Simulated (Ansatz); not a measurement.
An input for Ansatz 0.2.0 (Ca):

run.py

```python
import json

import ase.io
import numpy as np

import ansatz as az

atoms = ase.io.read("Ca.cif")
atoms.info.pop("occupancy", None)

calculation = (
    az.Crystal.from_ase(atoms)
    .calculation()
    .kpoints(8, 8, 8)
    .functional("rpbe")
    .pseudopotentials(kind="nc")
    .occupations(method="methfessel_paxton", width=0.01)
    .dielectric(method="finite_field")
    .band_table(publish=True)
)
outcome = calculation.run(threads=2, events_out="events.jsonl")

report = outcome.report
for line in open("events.jsonl"):
    event = json.loads(line)
    if event["event"] == "scf_iter":
        d = event["data"]
        print(f"SCF {d['iter']:3d}  HF = {d['harris_foulkes_ev']:.6f} eV  dr2 = {d['dr2_ev']:.2e} eV")
    elif event["event"] in ("relax_step", "md_step"):
        d = event["data"]
        print(f"{event['event']} {d['step']:3d}  E = {d['lagrangian_ev']:.6f} eV")
np.set_printoptions(precision=5, suppress=True, linewidth=110)
print("converged:", report["converged"], "after", report["n_iterations"], "iterations")
print(f"free energy {report['free_energy_ev']:.6f} eV, Fermi level {report['fermi_energy_ev']:.4f} eV")
for key in ("band_edges_ev", "magnetization_mub", "site_moments_mub", "site_moments_nc_mub", "forces_ev_ang",
                "stress_gpa"):
    if report.get(key) is not None:
        print(key, np.array(report[key]), sep="\n")
```

Ca.cif

```cif
data_Ca
_cell_length_a 3.87979381
_cell_length_b 3.87979381
_cell_length_c 3.87979381
_cell_angle_alpha 109.47122063
_cell_angle_beta 109.47122063
_cell_angle_gamma 109.47122063
_space_group_name_H-M_alt 'P1'
_space_group_name_Hall 'P 1'
_space_group_IT_number 1
loop_
_space_group_symop_operation_xyz
'x,y,z'
loop_
_atom_site_label
_atom_site_type_symbol
_atom_site_symmetry_multiplicity
_atom_site_Wyckoff_symbol
_atom_site_fract_x
_atom_site_fract_y
_atom_site_fract_z
_atom_site_occupancy
Ca1 Ca 1 a 0.0000000000 0.0000000000 0.0000000000 1
```

Potentials or basis: Ansatz NC.

Command:

```sh
$ python run.py
```

Does this run start?

The run stopped without a result. It printed:

Output:

```text
Traceback (most recent call last):
  File "run.py", line 21, in <module>
  [frames inside libraries left out]
ansatz.RefusalError: dielectric.method: finite_field without scf.occupations: <method: fixed | width below 1e-15 eV> — a finite field needs the electrons in whole bands by their count alone, which a smearing, tetrahedra or a typed table does not promise: set scf.occupations.method: fixed
```
